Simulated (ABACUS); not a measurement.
SiC (Moissanite 6H):

```xyz
12
Lattice="3.0950 0.0000 0.0000 -1.5475 2.6803 0.0000 0.0000 0.0000 15.1700" Properties=species:S:1:pos:R:3 pbc="T T T"
Si    1.5475    0.8934    6.9524
Si    0.0000    1.7869   14.5374
Si    1.5475    0.8934   12.0101
Si    0.0000    1.7869    4.4251
Si    0.0000    0.0000    9.4812
Si    0.0000    0.0000    1.8962
C     1.5475    0.8934    5.0562
C     0.0000    1.7869   12.6412
C     1.5475    0.8934   10.1138
C     0.0000    1.7869    2.5288
C     0.0000    0.0000    7.5850
C     0.0000    0.0000    0.0000
```

Base run:

| Quantity | Value |
| --- | --- |
| Program | ABACUS 3.10.1 |
| Functional | PBE |
| Dispersion | D3(BJ) |
| Potentials or basis | PseudoDojo NC SR 0.4.1 PBE standard |
| Cutoff | 1361 eV |
| Density cutoff | 5442 eV |
| Basis | DZP LCAO (the cutoffs set its grid) |
| k mesh | 10 × 10 × 2 |
| Occupations | fermi-dirac, width 0.05 eV |
| Spin | no spin polarisation |

Its results: band gap on the k mesh 2.03 eV, indirect (least direct gap 3.15 eV); pressure -0.4 GPa; largest force 0.143 eV/Å.

Q: After a change of settings the same cell gave: band gap on the k mesh 2.03 eV, indirect (least direct gap 3.15 eV); pressure 2.2 GPa; largest force 0.143 eV/Å. Which change was it?
A. dispersion from D3(BJ) to none
B. dispersion from D3(BJ) to D2
C. dispersion from D3(BJ) to D3
D. dispersion from D3(BJ) to D3(BJ)+ABC

A: C.

Caveats: the atomic orbitals were generated for these runs and aren't a published set; the basis of atomic orbitals isn't converged, which shifts pressures, moduli and gaps.
